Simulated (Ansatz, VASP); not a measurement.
## Te in VASP and in Ansatz

Contents of INCAR:

```
PREC = Accurate ; ENCUT = 520
EDIFF = 1E-7 ; ISMEAR = -1
SIGMA = 0.05 ; LREAL = False
LASPH = True ; NELM = 100
ALGO = Normal ; ISIF = 2
LWAVE = False ; LCHARG = False
GGA = PE ; NBANDS = 13
```

Contents of KPOINTS:

```
regular mesh
0
Gamma
  10 10 10
```

The input POSCAR:

```
Te
1.0
   -2.9178164084      3.8235813268      1.5144050358
    2.9178164084     -3.8235813268      1.5144050358
    2.9178164084      3.8235813268     -1.5144050358
Te
2
Direct
    0.0009290200      0.7509290200      0.2500000000
    0.9990709800      0.2490709800      0.7500000000
```

input.yaml

```yaml
crystal:
  lattice:
    - [-2.9178164084, 3.8235813268, 1.5144050358]
    - [2.9178164084, -3.8235813268, 1.5144050358]
    - [2.9178164084, 3.8235813268, -1.5144050358]
  atoms:
    - { symbol: Te, position: [0.00092902, 0.75092902, 0.25] }
    - { symbol: Te, position: [0.99907098, 0.24907098, 0.75] }
hamiltonian:
  xc: pbe
  pseudopotentials: { kind: paw }
kpoints:
  mp_grid: { grid: [10, 10, 10] }
scf:
  occupations: { method: fermi_dirac, width: 0.05 }
output:
  forces: true
  stress: true
  eigenvalues: true
  write_density: true
  write_potential: true
  elf: true
  volumetric_format: npy
```

Change from the starting cell: volume scaled by 0.96.

Alike in both runs: task single point; functional PBE; k mesh 10 × 10 × 10; occupations fermi-dirac, width 0.05 eV; no spin polarisation.

|  | VASP | Ansatz |
| --- | --- | --- |
| version | VASP 6.6.1 | Ansatz 0.2.0 |
| potentials or method | VASP PAW PBE potentials, release 64 (Te) | Ansatz PAW |
| plane-wave cutoff (eV) | 520 | 420 |
| valence electrons in the cell | 12 | 32 |

|  | VASP | Ansatz | Ansatz less VASP |
| --- | --- | --- | --- |
| gap on the k mesh at the Fermi level (eV) | none | none | - |
| pressure (GPa) | 2.6 | 2.7 | +0.03 |
| largest component of the traceless stress (GPa) | 2.33 | 2.35 | +0.015 |

A gap of «none» marks a metal or a gap that the smearing closes. With one functional, cell and mesh, what is left measures potentials, basis and numerics. The two sets of potentials don't hold the same shells in valence.

The runs have no spin-orbit coupling, so splittings on Te are missing.
